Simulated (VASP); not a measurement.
# Mg2ZnO3 (Cmc2_1) in VASP: single point with r2SCAN

Aim: the single point of Mg2ZnO3 with r2SCAN.

Program: VASP 6.6.1. These are calculated values, not measurements. Logs are shortened: lines on timing, memory, paths and dates and some standing lists are left out, and cuts for length are marked.

### Step 1. Starting point

The structure is orthorhombic, space group Cmc2_1 (No. 36). The conventional cell has a = 9.872 Å, b = 5.702 Å, c = 5.214 Å, α = 90.00°, β = 90.00°, γ = 90.00°. Around Mg (site symmetry 1) lie 4 O at 1.98 to 2.00 Å. Around Zn (site symmetry m) lie 4 O at 2.01 to 2.02 Å. O (site symmetry 1) is surrounded by 3 Mg at 1.99 to 2.00 Å and 1 Zn at 2.01 Å. O (site symmetry m) is surrounded by 2 Mg at 1.98 Å and 2 Zn at 2.01 to 2.02 Å.

The cell was built by a generator and needn't be a form met in nature.

### Step 2. Single point, r2SCAN

Input file INCAR:

```
ALGO = Normal
EDIFF = 1E-6
ENCUT = 520
ISIF = 2
ISMEAR = 0
KPAR = 4
LASPH = T
LCHARG = F
LMIXTAU = T
LREAL = F
LWAVE = F
METAGGA = R2SCAN
NELM = 150
PREC = Accurate
SIGMA = 0.03
```

Input file KPOINTS:

```
k-points
0
Gamma
  6 6 6
```

Input file POSCAR:

```
Mg2ZnO3
1.0
    4.9361200000     -2.8509400000      0.0000000000
    4.9361200000      2.8509400000      0.0000000000
    0.0000000000      0.0000000000      5.2144700000
Mg Zn O
4 2 6
Direct
    0.8341610000      0.4988120000      0.4995100000
    0.4988120000      0.8341610000      0.9995100000
    0.1658390000      0.5011880000      0.9995100000
    0.5011880000      0.1658390000      0.4995100000
    0.1679180000      0.8320820000      0.4964930000
    0.8320820000      0.1679180000      0.9964930000
    0.5045570000      0.8324910000      0.3823090000
    0.1675090000      0.4954430000      0.3823090000
    0.8313330000      0.1686670000      0.3848060000
    0.8324910000      0.5045570000      0.8823090000
    0.4954430000      0.1675090000      0.8823090000
    0.1686670000      0.8313330000      0.8848060000
```

Potentials or basis: VASP PAW PBE potentials, release 64 (Mg, Zn, O).

Started as:

```bash
$ cat potpaw_PBE.64/Mg/POTCAR potpaw_PBE.64/Zn/POTCAR potpaw_PBE.64/O/POTCAR > POTCAR
$ mpirun -np 4 vasp_std > vasp.out
```

OUTCAR:

```text
EDIFF = 1E-6
   ENCUT = 520
   ISIF = 2
   ISMEAR = 0
   LASPH = T
   LREAL = F
   METAGGA = R2SCAN
   NELM = 150
   PREC = Accurate

 ion  position               nearest neighbor table
   1  0.834  0.499  0.500-   9 1.98   8 1.99   7 1.99  10 2.00   6 3.21   3 3.22   3 3.22   2 3.23
                             2 3.23   6 3.23   4 3.29   5 3.29   5 3.29   5 3.29   4 3.29   4 3.29
   2  0.499  0.834  1.000-  12 1.98  11 1.99  10 1.99   7 2.00   5 3.21   4 3.22   4 3.22   1 3.23
                             1 3.23   5 3.23   3 3.29   6 3.29   6 3.29   6 3.29   3 3.29   3 3.29
   3  0.166  0.501  1.000-  12 1.98  10 1.99  11 1.99   8 2.00   5 3.21   1 3.22   1 3.22   4 3.23
                             4 3.23   5 3.23   2 3.29   6 3.29   6 3.29   6 3.29   2 3.29   2 3.29
   4  0.501  0.166  0.500-   9 1.98   7 1.99   8 1.99  11 2.00   6 3.21   2 3.22   2 3.22   3 3.23
                             3 3.23   6 3.23   1 3.29   5 3.29   5 3.29   5 3.29   1 3.29   1 3.29
   5  0.168  0.832  0.496-   9 2.01   8 2.01   7 2.01  12 2.02   2 3.21   3 3.21   2 3.23   3 3.23
                             1 3.29   4 3.29   1 3.29   4 3.29   1 3.29   4 3.29
   6  0.832  0.168  0.996-  12 2.01  11 2.01  10 2.01   9 2.02   1 3.21   4 3.21   1 3.23   4 3.23
                             2 3.29   3 3.29   3 3.29   2 3.29   3 3.29   2 3.29
   7  0.505  0.832  0.382-   4 1.99   1 1.99   2 2.00   5 2.01
   8  0.168  0.495  0.382-   1 1.99   4 1.99   3 2.00   5 2.01
   9  0.831  0.169  0.385-   1 1.98   4 1.98   5 2.01   6 2.02
  10  0.832  0.505  0.882-   3 1.99   2 1.99   1 2.00   6 2.01
  11  0.495  0.168  0.882-   2 1.99   3 1.99   4 2.00   6 2.01
  12  0.169  0.831  0.885-   2 1.98   3 1.98   6 2.01   5 2.02

  LATTYP: Found a base centered orthorhombic cell.
 ALAT       =     5.7018800000
 B/A-ratio  =     1.7314008713
 C/A-ratio  =     0.9145176679

  Lattice vectors:

 A1 = (  -4.9361200000,  -2.8509400000,   0.0000000000)
 A2 = (   4.9361200000,  -2.8509400000,   0.0000000000)
 A3 = (   0.0000000000,   0.0000000000,   5.2144700000)

Analysis of symmetry for initial positions (statically):
=====================================================================
 Subroutine PRICEL returns:
 Original cell was already a primitive cell.

 Routine SETGRP: Setting up the symmetry group for a
 base centered orthorhombic supercell.

 Subroutine GETGRP returns: Found  4 space group operations
 (whereof  2 operations were pure point group operations)
 out of a pool of  8 trial point group operations.

The static configuration has the point symmetry C_1h.
 The point group associated with its full space group is C_2v.

Analysis of symmetry for dynamics (positions and initial velocities):
=====================================================================
 Subroutine PRICEL returns:
 Original cell was already a primitive cell.

 Routine SETGRP: Setting up the symmetry group for a
 base centered orthorhombic supercell.

 Subroutine GETGRP returns: Found  4 space group operations
[... 146 lines left out ...]
  Fermi-wavevector in a.u.,A,eV,Ry     =   1.266795  2.393896 21.834230  1.604771
  Thomas-Fermi vector in A             =   2.399977
   LORBIT       =      0    0 simple, 1 ext, 2 COOP (PROOUT), +10 PAW based schemes
   METAGGA = R2SCAN    functional components
   LHFCALC =     F    Hartree Fock is set to
   AEXX    =    0.0000 exact exchange contribution
   IVDW    =     0    specifies the selected vdW correction
   LEPSILON=     F    determine dielectric tensor
   LRPA    =     F    only Hartree local field effects (RPA)
 non-spin polarized calculation
 Gauss-broadening in eV      SIGMA  =   0.03
  energy-cutoff  :      520.00
  volume of cell :      146.76
 maximum number of plane-waves:      3973
   NGX = 21   NGY = 21   NGZ = 19

 number of electron      68.0000035 magnetization

 Free energy of the ion-electron system (eV)
  ---------------------------------------------------
  ext. energy  EPLUGINS =         0.00000000
  ---------------------------------------------------
  free energy    TOTEN  =      -100.01606375 eV

  energy without entropy =     -100.01606375  energy(sigma->0) =     -100.01606375

 E-fermi :   0.5995     XC(G=0): -10.5217

 val. band max:        0.4541817267   @ k =   0.0000   0.0000   0.0000
 cond. band min:       3.5034122189   @ k =   0.0000   0.0000   0.0000
 fundamental gap:      3.0492304921
 Fermi energy:         0.5994919792

 k-point     1 :       0.0000    0.0000    0.0000
  band No.  band energies     occupation
      1     -17.1259      2.00000
      2     -16.5043      2.00000
      3     -16.4180      2.00000
      4     -16.3763      2.00000
      5     -16.3308      2.00000
      6     -16.3272      2.00000
[... 1045 lines left out ...]
     40       9.2265      0.00000
     41       9.7889      0.00000

 [... further k-points ...]

------------------------ aborting loop because EDIFF is reached ----------------------------------------

  FORCE on cell =-STRESS in cart. coord.  units (eV):
  Direction    XX          YY          ZZ          XY          YZ          ZX
  --------------------------------------------------------------------------------------
  -------------------------------------------------------------------------------------
  Total       -4.0377356     -4.1061771     -4.1536421      0.0000000      0.0000000      0.0000000
  in kB      -44.0792807    -44.8264451    -45.3446130      0.0000000      0.0000000      0.0000000
  external PRESSURE =     -44.7501129 kB  Pullay stress =       0.0000000 kB

 VOLUME and BASIS-vectors are now :
 -----------------------------------------------------------------------------
  energy-cutoff  :      520.00
  volume of cell :      146.76
      direct lattice vectors                 reciprocal lattice vectors
     4.936120000 -2.850940000  0.000000000     0.101294134 -0.175380752  0.000000000
     4.936120000  2.850940000  0.000000000     0.101294134  0.175380752  0.000000000
     0.000000000  0.000000000  5.214470000     0.000000000  0.000000000  0.191774044

 POSITION                                       TOTAL-FORCE (eV/Angst)
 -----------------------------------------------------------------------------------
      6.57971     -0.95606      2.60468         0.000517      0.000448     -0.010080
      6.57971      0.95606      5.21191         0.000517     -0.000448     -0.010080
      3.29253      0.95606      5.21191        -0.000517     -0.000448     -0.010080
      3.29253     -0.95606      2.60468        -0.000517      0.000448     -0.010080
      4.93612      1.89349      2.58895         0.000000      0.021395      0.015197
      4.93612     -1.89349      5.19618         0.000000     -0.021395      0.015197
      6.59983      0.93492      1.99354        -0.069177      0.038419      0.019791
      3.27241      0.93492      1.99354         0.069177      0.038419      0.019791
      4.93612     -1.88922      2.00656         0.000000     -0.072383     -0.034620
      6.59983     -0.93492      4.60077        -0.069177     -0.038419      0.019791
      3.27241     -0.93492      4.60077         0.069177     -0.038419      0.019791
      4.93612      1.88922      4.61379         0.000000      0.072383     -0.034620
 -----------------------------------------------------------------------------------
    total drift:                                0.000000     -0.000000     -0.037457

  FREE ENERGIE OF THE ION-ELECTRON SYSTEM (eV)
  ---------------------------------------------------
  free  energy   TOTEN  =      -100.0160637464 eV

  energy  without entropy=     -100.0160637464  energy(sigma->0) =     -100.01606375
```

stdout:

```text
POSCAR found type information on POSCAR MgZnO
 POSCAR found :  3 types and      12 ions
 scaLAPACK will be used
 -----------------------------------------------------------------------------
|                                                                             |
|                                                                             |
|     You enforced a specific xc type in the INCAR file but a different       |
|     I HOPE YOU KNOW WHAT YOU ARE DOING!                                     |
|                                                                             |
 -----------------------------------------------------------------------------

 LDA part: xc-table for (None), standard interpolation
 POSCAR, INCAR and KPOINTS ok, starting setup
 FFT: planning ... GRIDC
 FFT: planning ... GRID_SOFT
 FFT: planning ... GRID
 WAVECAR not read
 entering main loop
```

Wall time 8.6 min (4 MPI ranks of Intel Xeon Platinum 8488C (Sapphire Rapids), shared host); peak memory 0.46 GiB.

Results:

```yaml
Free_energy: -100.0161 eV
Pressure: -4.5 GPa
Largest_force: 0.082 eV/Å
Band_gap_on_the_k_mesh: 3.05 eV, direct
```

Forces in eV/Å, atoms in the order of the input:
```
Mg   0.001  0.000 -0.010
Mg   0.001  0.000 -0.010
Mg  -0.001  0.000 -0.010
Mg  -0.001  0.000 -0.010
Zn   0.000  0.021  0.015
Zn   0.000 -0.021  0.015
O   -0.069  0.038  0.020
O    0.069  0.038  0.020
O    0.000 -0.072 -0.035
O   -0.069 -0.038  0.020
O    0.069 -0.038  0.020
O    0.000  0.072 -0.035
```

Caveat: the PAW data sets were made with another functional, which shifts forces and pressure a little. A k mesh can miss the band edges.
